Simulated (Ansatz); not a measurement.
# GaN: equation of state with r2SCAN+D4

GaN:

```
CELL_PARAMETERS angstrom
0.00000 2.25350 2.25350
2.25350 0.00000 2.25350
2.25350 2.25350 0.00000
ATOMIC_POSITIONS crystal
Ga 0.00000 0.00000 0.00000
N 0.25000 0.25000 0.25000
```

The cell is a database's computed one.

- Program: Ansatz 0.2.0
- Task: equation of state
- Functional: r2SCAN
- Dispersion: D4
- Potentials or basis: Ansatz PAW
- Cutoff: 500 eV
- Density cutoff: 2000 eV
- k mesh: 10 × 10 × 10
- Occupations: fermi-dirac, width 0.05 eV
- Spin: no spin polarisation

```
Equilibrium volume                      : 11.26 Å³/atom
Bulk modulus                            : 201 GPa
Pressure derivative of the bulk modulus : 4.3
```

Energy against volume, from the lowest point:
```
volume (Å³/atom)  energy (meV/atom)
          10.757              15.21
          10.986               4.28
          11.215               0.00
          11.444               1.70
          11.673               8.76
          11.902              20.65
          12.131              36.83
```

All runs of the series together: 12 s on 2 threads of Intel(R) Xeon(R) Platinum 8375C CPU @ 2.90GHz (Ice Lake), on a shared host.

Caveat: the PAW data sets were made with another functional, which shifts forces and pressure a little.
